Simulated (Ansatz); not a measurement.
# Nb: compression at zero temperature

One table from this session's results is given with a row withheld; the runs are named, their logs left out.

Computed with Ansatz 0.2.0 (DFT PBEsol, scalar-relativistic, plane waves, PAW, unless a step's input says otherwise).

### Starting point

Symmetry: Im-3m, No. 229, cubic system. The conventional cell has a = 3.318 Å, b = 3.318 Å, c = 3.318 Å, α = 90.00°, β = 90.00°, γ = 90.00°. Around Nb (site symmetry m-3m) lie 8 Nb at 2.87 Å.

Coordinates:

```cif
data_structure
_symmetry_space_group_name_H-M 'Im-3m'
_symmetry_Int_Tables_number 229
_cell_length_a 3.3176
_cell_length_b 3.3176
_cell_length_c 3.3176
_cell_angle_alpha 90.000
_cell_angle_beta 90.000
_cell_angle_gamma 90.000
_cell_volume 36.52
loop_
_atom_site_label
_atom_site_type_symbol
_atom_site_symmetry_multiplicity
_atom_site_Wyckoff_symbol
_atom_site_fract_x
_atom_site_fract_y
_atom_site_fract_z
_atom_site_occupancy
Nb1 Nb 2 a 0.00000 0.00000 0.00000 1
```

The structure comes from the Materials Project (structure only).

Set-up of the first run:

(A quick probe on a coarse mesh, which set the mesh and smearing, is not shown.)

Contents of input.yaml:

```yaml
crystal:
  lattice:
    - [-1.6588161896, 1.6588161896, 1.6588161896]
    - [1.6588161896, -1.6588161896, 1.6588161896]
    - [1.6588161896, 1.6588161896, -1.6588161896]
  atoms:
    - { symbol: Nb, position: [0.0, 0.0, 0.0] }
basis:
  ecutwfc: 420
kpoints:
  mp_grid: { grid: [18, 18, 18] }
hamiltonian:
  xc: pbesol
scf:
  occupations: { method: gaussian, width: 0.1 }
output:
  forces: true
  stress: true
  eigenvalues: true
relax:
  adjacent_minimum: "off"
  f_tol: 0.005
  max_steps: 80
  cell: { stress_tol: 0.05 }
```

Among the steps run: Full relaxation; Relaxing at -3 GPa; 3 GPa; Target pressure 8 GPa; 15 GPa; Target pressure 30 GPa; 60 GPa.

One table of the session follows, with a row left open; its other results are not shown here.

Lengths are those of the vectors of the cell that was run:

| P (GPa) | V (Å³/atom) | a (Å) | b (Å) | c (Å) | ΔH (eV/atom) |
| --- | --- | --- | --- | --- | --- |
| -3 | 17.83 | 2.851 | 2.851 | 2.851 | -0.331 |
| 0 | 17.52 | 2.834 | 2.834 | 2.834 | 0.000 |
| 3 | ? | ? | ? | ? | ? |
| 8 | 16.81 | 2.795 | 2.795 | 2.795 | 0.856 |
| 15 | 16.28 | 2.765 | 2.765 | 2.765 | 1.579 |
| 30 | 15.34 | 2.711 | 2.711 | 2.711 | 3.057 |
| 60 | 14.03 | 2.632 | 2.632 | 2.632 | 5.807 |

**Question.** Estimate the row for P (GPa) = 3.

Worked estimate for «V (Å³/atom)». A straight line through the neighbours (0, 17.52) and (8, 16.81) gives 17.52 + (16.81 − 17.52) × (3 − 0) / (8 − 0) = 17.25; a parabola fitted to 4 rows on both sides gives 17.24.

**Answer.** V (Å³/atom): 17.25; a (Å): 2.819; b (Å): 2.819; c (Å): 2.819; ΔH (eV/atom): 0.325. In «V (Å³/atom)» the line misses by 0.00 and the parabola by -0.01.

ΔH is E + PV over the energy at zero pressure; a, b and c are the vectors of the computed cell. 
